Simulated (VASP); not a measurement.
Here is a VASP 6.6.1 calculation.

POSCAR

```
GaAs
1.0
    0.0000000000      2.8330831934      2.8330831934
    2.8330831934      0.0000000000      2.8330831934
    2.8330831934      2.8330831934      0.0000000000
Ga As
1 1
Direct
    0.0000000000      0.0000000000      0.0000000000
    0.2500000000      0.2500000000      0.2500000000
```

INCAR.step1

```
PREC = Accurate ; ENCUT = 520
EDIFF = 1E-5 ; ISMEAR = 0
SIGMA = 0.01 ; LREAL = False
LASPH = True ; NELM = 100
ALGO = Normal ; ISIF = 2
LWAVE = True ; LCHARG = False
GGA = PE ; NBANDS = 16
```

INCAR.step2

```
PREC = Accurate ; ENCUT = 520
EDIFF = 1E-6 ; ISMEAR = 0
SIGMA = 0.01 ; LREAL = False
LASPH = True ; NELM = 100
ALGO = Normal ; ISIF = 2
LWAVE = False ; LCHARG = False
GGA = PE ; LHFCALC = True
AEXX = 0.35 ; HFSCREEN = 0.1
PRECFOCK = Normal ; ISTART = 1
NBANDS = 16
```

The input KPOINTS:

```
Automatic mesh
0
Gamma
  4 4 4
```

Potentials or basis: VASP PAW PBE potentials, release 64 (Ga_d, As).

Run with:

```console
$ cat potpaw_PBE.64/Ga_d/POTCAR potpaw_PBE.64/As/POTCAR > POTCAR
$ cp INCAR.step1 INCAR
$ mpirun -np 1 vasp_std > vasp.out
$ cp INCAR.step2 INCAR
$ mpirun -np 1 vasp_std > vasp.out
```

Problem. Predict the band gap on the k mesh.

Solution. 2.30 eV, direct.

Problem. Estimate the pressure.

Solution. -0.6 GPa.

Caveat: the k mesh is coarse (spacing up to 0.48 Å⁻¹), so the values aren't converged; the PAW data sets were made with another functional, which shifts forces and pressure a little. A k mesh can miss the band edges.
